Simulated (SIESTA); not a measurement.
CoO under changes of volume

One of the cells (9.776 Å³/atom); the others are scaled copies at fixed shape and fractional positions:

```
Co O
1.0
    -1.51799    1.51799    2.12120
     1.51799   -1.51799    2.12120
     1.51799    1.51799   -2.12120
Co O
1 1
Direct
  0.00000 0.00000 0.00000
  0.50000 0.50000 0.00000
```

```yaml
Program: SIESTA 5.4.2
Functional: PBE
Potentials_or_basis: PseudoDojo 0.4 standard (PBE files)
Basis: DZP (energy shift 0.002 Ry)
Grid_cutoff: 800 Ry
Energy_shift: 0.002 Ry
k_mesh: 12 × 12 × 12
Occupations: fermi-dirac, width 0.05 eV
Spin: collinear spin, ferromagnetic start
Starting_moments: "[2.0, 0.0] μB"
```

```tsv
volume (Å³/atom)	energy over the lowest point (meV/atom)	pressure (GPa)	moment (μB per cell)
9.009	?	?	?
9.201	11.60	9.2	2.90
9.392	3.10	5.2	2.94
9.776	0.00	-2.4	2.99
9.967	4.99	-5.6	2.99
10.159	13.64	-8.5	3.00
```

Task: What does the run at 9.009 Å³/atom give?

Result: Energy over the lowest point 25.37 meV/atom; pressure 13.7 GPa; moment 2.83 μB per cell.

Worked out: A Birch-Murnaghan fit of order 3 (a polynomial in V^(-2/3)) to the other rows has its minimum at 9.65 Å³/atom with B0 = V·E''(V) = 184 GPa and B' = 2.8 at fixed shape and positions, which overstates the stiffness. It gives 25.41 meV/atom at 9.009 Å³/atom, against the run's 25.37, and -dE/dV = 13.8 GPa, against 13.7. A parabola through the other rows of the moment, of slope 0.269 μB per Å³/atom there, extrapolates to 2.85 μB, against the run's 2.83.

Energies are extrapolated to zero smearing.

Caveats: semicore shells carry a single zeta, which can move pressures by several GPa and volumes by a few percent; the basis of atomic orbitals isn't converged, which shifts pressures, moduli and gaps; a cell with one magnetic atom can't hold antiferromagnetic order, which such compounds often take.
